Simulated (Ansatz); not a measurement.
**Calculated quadrupolar parameters for MgB2H8**

The cell is a computed structure from the Materials Project (it need not be an observed phase), atoms as given.

Space group I-4m2 (No. 119); a = 8.3362, c = 8.7604 Å.

| site | Wyckoff | site symmetry | x | y | z |
| --- | --- | --- | --- | --- | --- |
| Mg1 | 2c | -4m2 | 0.0000 | 0.5000 | 0.2500 |
| Mg2 | 2a | -4m2 | 0.0000 | 0.0000 | 0.0000 |
| B | 8i | .m. | 0.0000 | 0.2235 | 0.1689 |
| H7 | 8i | .m. | 0.5000 | 0.2440 | 0.8056 |
| H11 | 16j | 1 | 0.1245 | 0.8511 | 0.1463 |
| H19 | 8i | .m. | 0.0000 | 0.6617 | 0.0808 |

One atom of each set is listed; the run and its k-mesh use a cell of 22 atoms with edges of 7.34, 7.34, 7.34 Å.

The numbers come from a DFT calculation in Ansatz (r2SCAN, plane waves and PAW, scalar-relativistic, 500 eV cutoff, Γ-centred 5×5×5 k-points, Fermi–Dirac smearing 0.02 eV).

V_zz is the principal component of the electric field gradient with the largest magnitude, η = (V_xx − V_yy)/V_zz and C_Q = eQV_zz/h. ν_Q = 3|C_Q|/[2I(2I − 1)].

²⁵Mg: I = 5/2, Q = 199.4 mb; ¹⁰B: I = 3, Q = 84.59 mb; ²H: I = 1, Q = 2.858 mb. Nuclear quadrupole moments: year-2017 set (Pyykkö).

Task: Which values are expected at the nuclei?

Result: 

```json
{"site": "Mg1", "atoms": "1", "first shell": "8 H at 2.00–2.09 Å", "C_Q (MHz)": "6.12", "η": "0.00", "ν_Q (MHz)": "0.918"}
{"site": "Mg2", "atoms": "1", "first shell": "8 H at 2.06 Å", "C_Q (MHz)": "-4.21", "η": "0.00", "ν_Q (MHz)": "0.632"}
{"site": "B", "atoms": "4", "first shell": "4 H at 1.23 Å", "C_Q (MHz)": "0.612", "η": "0.40", "ν_Q (MHz)": "0.061"}
{"site": "H7", "atoms": "4", "first shell": "1 B at 1.23 Å; also 1 Mg at 2.09 Å", "C_Q (MHz)": "0.115", "η": "0.22", "ν_Q (MHz)": "0.173"}
{"site": "H11", "atoms": "8", "first shell": "1 B at 1.23 Å; also 1 Mg at 2.06 Å", "C_Q (MHz)": "0.116", "η": "0.21", "ν_Q (MHz)": "0.173"}
{"site": "H19", "atoms": "4", "first shell": "1 B at 1.23 Å; also 1 Mg at 2.00 Å", "C_Q (MHz)": "0.116", "η": "0.26", "ν_Q (MHz)": "0.173"}
```

An axis of threefold or higher order runs through Mg1 and Mg2, so V_zz lies along it and η is zero. At H7, H11 and H19 V_zz points along its bond to B (within 5°) in each case.

The largest force is 0.3 eV/Å, so the atoms aren't at the calculated equilibrium and relaxing them would move these values. The lattice is static: at room temperature BH₄ may turn and average the couplings of its hydrogen.

The run took 2 min of wall time (2 min of CPU time) and 1.1 GiB at its peak, on 1 thread of Arm Neoverse N1 (aarch64; 8 cores open to the job, memory cap 2.5 GiB, no GPU), a shared host with a load of 0.5 a core.
